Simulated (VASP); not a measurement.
GaP:

```
CELL_PARAMETERS angstrom
1.94302 1.12180 6.43081
-1.94302 1.12180 6.43081
0.00000 -2.24360 6.43081
ATOMIC_POSITIONS crystal
Ga 0.43537 0.43537 0.43537
Ga 0.56463 0.56463 0.56463
P 0.05739 0.05739 0.05739
P 0.94261 0.94261 0.94261
```

Measurements of this composition are mostly on another form, of space group No. 216.

- Program: VASP 6.6.1
- Task: relaxation of cell and atoms
- Functional: PBEsol
- Potentials or basis: VASP PAW PBE potentials, release 64 (Ga_d, P)
- Cutoff: 600 eV
- k mesh: 9 × 9 × 9
- Occupations: gaussian, width 0.02 eV
- Spin: no spin polarisation

At the start: pressure -2.9 GPa; volume 21.03 Å³/atom.

Q: How do energy, volume and symmetry change on relaxing?

A: Over 7 steps the energy falls by 8.3 meV/atom and the volume is 20.17 Å³/atom (-4.0 %); space group R-3m (No. 166, to 0.05 Å).

The path:
```tsv
step	energy change (eV)	largest force (eV/Å)	pressure (GPa)	volume (Å³)
1	0.0000	0.0847	-2.87	84.10
2	-0.0278	0.1098	1.19	79.60
3	-0.0318	0.1055	0.05	80.73
4	-0.0329	0.0490	0.01	80.69
5	-0.0329	0.0509	0.01	80.70
6	-0.0330	0.0139	0.00	80.70
7	-0.0330	0.0039	0.00	80.70
```

Final structure:
```
Ga P
1.0
     1.91438    1.10527    6.35644
    -1.91438    1.10527    6.35644
     0.00000   -2.21054    6.35644
Ga P
2 2
Direct
  0.43580 0.43580 0.43580
  0.56420 0.56420 0.56420
  0.05779 0.05779 0.05779
  0.94221 0.94221 0.94221
```

Caveat: the PAW data sets were made with another functional, which shifts forces and pressure a little; an odd mesh through Γ misses points on the zone boundary, where band edges often lie.
